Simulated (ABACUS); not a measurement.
# C under changes of volume

One of the cells (10.690 Å³/atom); the others are scaled copies at fixed shape and fractional positions:

```xyz
4
Lattice="1.2249 0.7072 8.2270 -1.2249 0.7072 8.2270 0.0000 -1.4144 8.2270" Properties=species:S:1:pos:R:3 pbc="T T T"
C     0.0000    0.0000    2.1515
C     0.0000    0.0000   18.6058
C     0.0000    0.0000    6.0752
C     0.0000    0.0000   22.5296
```

This isn't the form of C at room conditions, which is graphite.

```yaml
Program: ABACUS 3.10.1
Functional: PBEsol
Potentials_or_basis: PseudoDojo NC SR 0.4.1 PBEsol standard
Cutoff: 1116 eV
Density_cutoff: 4463 eV
Basis: plane waves
k_mesh: 12 × 12 × 12
Occupations: fermi-dirac, width 0.05 eV
Spin: no spin polarisation
```

```tsv
volume (Å³/atom)	energy over the lowest point (meV/atom)	pressure (GPa)	gap on the mesh (eV)
10.254	24.96	14.0	0.21
10.472	9.56	8.4	0.20
10.690	?	?	?
10.908	0.00	-1.4	0.19
11.126	4.62	-5.6	0.18
```

Task: What does the run at 10.690 Å³/atom give?

Result: Energy over the lowest point 1.45 meV/atom; pressure 3.3 GPa; gap on the mesh 0.19 eV.

Worked out: A Birch-Murnaghan fit of order 2 (a polynomial in V^(-2/3)) to the other rows has its minimum at 10.85 Å³/atom with B0 = V·E''(V) = 226 GPa at fixed shape and positions, which overstates the stiffness. It gives 1.46 meV/atom at 10.690 Å³/atom, against the run's 1.45, and -dE/dV = 3.4 GPa, against 3.3. A straight line through the other rows of the gap, of slope -0.343 eV per unit of ln V (its deformation potential), gives 0.19 eV, against the run's 0.19.

Energies are extrapolated to zero smearing.

A mesh can miss the band edges.
